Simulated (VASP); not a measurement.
Al2O3 (Corundum):

```
CELL_PARAMETERS angstrom
2.38025 1.37424 4.33187
-2.38025 1.37424 4.33187
0.00000 -2.74848 4.33187
ATOMIC_POSITIONS crystal
Al 0.85216 0.85216 0.85216
Al 0.64784 0.64784 0.64784
Al 0.14784 0.14784 0.14784
Al 0.35216 0.35216 0.35216
O 0.05668 0.75000 0.44332
O 0.75000 0.44332 0.05668
O 0.44332 0.05668 0.75000
O 0.94332 0.25000 0.55668
O 0.25000 0.55668 0.94332
O 0.55668 0.94332 0.25000
```

- Program: VASP 6.6.1
- Task: relaxation of cell and atoms
- Functional: PBE
- Potentials or basis: VASP PAW PBE potentials, release 64 (Al, O_s)
- Cutoff: 480 eV
- k mesh: 7 × 7 × 7
- Occupations: fermi-dirac, width 0.05 eV
- Spin: no spin polarisation

At the start: pressure 6.9 GPa; volume 8.50 Å³/atom.

Question: Where does the relaxation end?

Answer: Over 5 steps the energy falls by 5.3 meV/atom and the volume is 8.74 Å³/atom (+2.9 %); space group R-3c (No. 167, to 0.05 Å).

The path:
```
step  energy change (eV)  largest force (eV/Å)  pressure (GPa)  volume (Å³)
   1              0.0000                0.0306            6.93        85.02
   2             -0.0152                0.0468           -5.44        89.63
   3             -0.0527                0.0381           -0.05        87.48
   4             -0.0527                0.0378            0.08        87.43
   5             -0.0529                0.0050            0.08        87.44
```

Final structure:
```xyz
10
Lattice="2.4029 1.3873 4.3720 -2.4029 1.3873 4.3720 0.0000 -2.7746 4.3720" Properties=species:S:1:pos:R:3 pbc="T T T"
Al    0.0000    0.0000   11.1770
Al    0.0000    0.0000    8.4969
Al    0.0000    0.0000    1.9389
Al    0.0000    0.0000    4.6190
O    -1.6672   -0.1130    5.4650
O     0.7357    1.5003    5.4650
O     0.9315   -1.3873    5.4650
O     1.6672    0.1130    7.6510
O    -0.7357   -1.5003    7.6510
O    -0.9315    1.3873    7.6510
```
